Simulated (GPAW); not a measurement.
A run of GPAW 26.7.0:

run.py

```python
from ase.dft.bandgap import bandgap
from ase.io import read, write
from gpaw import GPAW, PW

atoms = read('POSCAR')

calc = GPAW(mode=PW(600),
            xc={'name': 'vdW-DF2', 'backend': 'libvdwxc'},
            kpts={'size': (6, 6, 3), 'gamma': True},
            occupations={'name': 'fermi-dirac', 'width': 0.05},
            nbands=31,
            convergence={'density': 1e-05, 'energy': 1e-05},
            maxiter=150,
            txt='gpaw.txt')
atoms.calc = calc
energy = atoms.get_potential_energy()
forces = atoms.get_forces()
calc.write('gs.gpw')
write('result.traj', atoms)
print(f'Energy: {energy:.6f} eV')
print('Forces (eV/A):')
print(forces.round(4))
print('Fermi level:', round(calc.get_fermi_level(), 4), 'eV')
print(f'Gap: {bandgap(calc)[0]:.4f} eV, direct: {bandgap(calc, direct=True)[0]:.4f} eV')

path = atoms.cell.bandpath('GMKGALHA,LM,KH', npoints=100, eps=1e-4)
bs_calc = calc.fixed_density(kpts=path, symmetry='off', nbands=51,
                             convergence={'bands': 'CBM+6.0', 'eigenstates': 1e-6}, txt='bands.txt')
bs = bs_calc.band_structure()
bs.write('bs.json')
print(f'Gap on the path: {bandgap(bs_calc)[0]:.4f} eV')
```

POSCAR

```
CdS
1.0
    4.1500000000      0.0000000000      0.0000000000
   -2.0750000000      3.5940054257      0.0000000000
    0.0000000000      0.0000000000      6.7370000000
Cd S
2 2
Direct
    0.6666666667      0.3333333333      0.5000000000
    0.3333333333      0.6666666667      0.0000000000
    0.6666666667      0.3333333333      0.8750000000
    0.3333333333      0.6666666667      0.3750000000
```

Potentials or basis: GPAW PAW data sets (gpaw-data 1.2.1), pw.

Run with:

```sh
$ OMP_NUM_THREADS=1 python run.py
```

Hardware: 1 thread of Arm Neoverse V2, on a shared host.

**Question.** How long does it take, and how much memory?

**Answer.** Run time: 3 min on 1 thread of Arm Neoverse V2 (shared host), peak memory 0.62 GiB. Counts: scf iterations 16, plane waves 3378, bands 31, k points 17.
